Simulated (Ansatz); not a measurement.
# BeSe: the cost of one run

Program: Ansatz 0.2.0. Level of theory: DFT PBEsol, scalar-relativistic. These are calculated values, not measurements.

## (1) Starting point

The structure is cubic, space group F-43m (No. 216). Conventional cell: a = 5.070 Å, b = 5.070 Å, c = 5.070 Å, α = 90.00°, β = 90.00°, γ = 90.00°. Be (site symmetry -43m) is surrounded by 4 Se at 2.20 Å. Around Se (site symmetry -43m) lie 4 Be at 2.20 Å.

As a file:

```
Be Se
1.0
     0.00000    2.53500    2.53500
     2.53500    0.00000    2.53500
     2.53500    2.53500    0.00000
Be Se
1 1
Direct
  0.00000 0.00000 0.00000
  0.75000 0.75000 0.75000
```

Atoms are numbered in the order of the input: Be1, Se2.

## (2) After the deformation

Space group F-43m before, I-4m2 after.

## (3) Full-potential LAPW

The input, input.yaml:

```yaml
crystal:
  lattice:
    - [0.0, 2.535, 2.56035]
    - [2.535, 0.0, 2.56035]
    - [2.535, 2.535, 0.0]
  atoms:
    - { symbol: Be, position: [0.0, 0.0, 0.0] }
    - { symbol: Se, position: [0.75, 0.75, 0.75] }
kpoints:
  mp_grid: { grid: [10, 10, 10] }
  band_path:
    path:
      - [0.0, 0.0, 0.0]
      - [0.5, 0.0, 0.5]
      - [0.75, 0.25, 0.5]
      - [0.5, 0.5, 0.5]
      - [0.0, 0.0, 0.0]
      - [0.5, 0.5, 0.0]
      - [0.6274629938, 0.6274629938, 0.2549259876]
      - [0.3725370062, 0.3725370062, 0.7450740124]
      - [0.0, 0.0, 0.0]
    npoints: 5
scf:
  occupations: { method: fermi_dirac, width: 0.03 }
hamiltonian:
  xc: pbesol
  pseudopotentials: { kind: all_electron, lapw: { basis_error: 0.0005 } }
output:
  forces: true
  stress: true
  eigenvalues: true
```

Started as:

```console
$ ansatz run input.yaml --threads 1 --pin off --max-ram 3072MiB --backend cpu --events-out ev --progress --plain --runs-dir out
```

What time and memory should one allow on 1 thread of Arm Neoverse V1, shared host?

About 24 s, with a peak of 0.33 GiB.
